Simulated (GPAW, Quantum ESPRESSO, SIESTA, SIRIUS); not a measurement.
## One calculation of Al, 4 ways

```
CELL_PARAMETERS angstrom
0.00000 2.02481 2.02481
2.02481 0.00000 2.02481
2.02481 2.02481 0.00000
ATOMIC_POSITIONS crystal
Al 0.00000 0.00000 0.00000
```

Alike in all runs: task equation of state; functional PBE; dispersion D3(BJ); k mesh 11 × 11 × 11; occupations fermi-dirac, width 0.05 eV; no spin polarisation; no spin-orbit coupling.

```json
{"program and potentials": "SIRIUS, all-electron FP-LAPW, apw+lo standard", "plane-wave cutoff (eV)": "-", "notes": "-", "equilibrium volume (Å³/atom)": "15.82", "bulk modulus (GPa)": "87.3"}
{"program and potentials": "SIESTA, files PseudoDojo sr-pbe-0.4.1-standard, DZP (energy shift 0.002 Ry; radii capped at 9.5 bohr)", "plane-wave cutoff (eV)": "-", "notes": "atomic basis", "equilibrium volume (Å³/atom)": "15.89", "bulk modulus (GPa)": "92.8"}
{"program and potentials": "Quantum ESPRESSO, PseudoDojo 0.4.1 SR PBE standard", "plane-wave cutoff (eV)": "544", "notes": "-", "equilibrium volume (Å³/atom)": "15.84", "bulk modulus (GPa)": "87.7"}
{"program and potentials": "GPAW, GPAW PAW data sets (gpaw-data 1.2.1)", "plane-wave cutoff (eV)": "600", "notes": "-", "equilibrium volume (Å³/atom)": "15.86", "bulk modulus (GPa)": "87.9"}
```

The equilibrium volume spans 15.82 (SIRIUS, all-electron FP-LAPW, apw+lo standard) to 15.89 Å³/atom (SIESTA, files PseudoDojo sr-pbe-0.4.1-standard, DZP (energy shift 0.002 Ry; radii capped at 9.5 bohr)), with all-electron results at 15.82. The bulk modulus spans 87.3 (SIRIUS, all-electron FP-LAPW, apw+lo standard) to 92.8 GPa (SIESTA, files PseudoDojo sr-pbe-0.4.1-standard, DZP (energy shift 0.002 Ry; radii capped at 9.5 bohr)), with all-electron results at 87.3. The bulk modulus of SIESTA, files PseudoDojo sr-pbe-0.4.1-standard, DZP (energy shift 0.002 Ry; radii capped at 9.5 bohr) lies far from the others; the cause wasn't traced. Rows in atomic bases carry the error of their basis and grid, which can be large. For a metal such a mesh isn't converged, which the comparison doesn't need.

The functional is the same throughout but for its coding, so the spread measures potentials, basis and numerics; runs on potential files found faulty are left out.
